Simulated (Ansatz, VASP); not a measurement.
**One calculation of GaN, two programs**

```
Ga N
1.0
     3.11508    0.00000    0.00000
    -1.55754    2.69774    0.00000
     0.00000    0.00000    5.06054
Ga N
2 2
Direct
  0.33333 0.66667 0.00394
  0.66667 0.33333 0.50394
  0.33333 0.66667 0.38106
  0.66667 0.33333 0.88106
```

Change from the starting cell: volume scaled by 0.94, ions relaxed.

Alike in both runs: functional PBE; k mesh 11 × 11 × 6; occupations fermi-dirac, width 0.02 eV; no spin polarisation.

Ansatz relaxed the structure, and its values are those at the end. VASP's run is a single point on that final structure, the one shown.

|  | VASP | Ansatz |
| --- | --- | --- |
| version | VASP 6.6.1 | Ansatz 0.2.0 |
| potentials or method | VASP PAW PBE potentials, release 64 (Ga_d, N) | plane-wave PAW, scalar-relativistic |
| plane-wave cutoff (eV) | 520 | 420 |
| valence electrons in the cell | 36 | 36 |

Ansatz gave:

| Property | Result |
| --- | --- |
| gap on the k mesh at the Fermi level (eV) | 2.39 |
| pressure (GPa) | 21.7 |
| rms of the force components (eV/Å) | 0.004 |

Q: What did VASP give for the same quantities?

A: gap on the k mesh at the Fermi level (eV): 2.40; pressure (GPa): 21.5; rms of the force components (eV/Å): 0.004.

Ansatz warned: «stress_scf_threshold_loose».

Caveats: so large a pressure means that the cell lies far from this level's equilibrium, or that cutoff or potentials fall short (VASP).
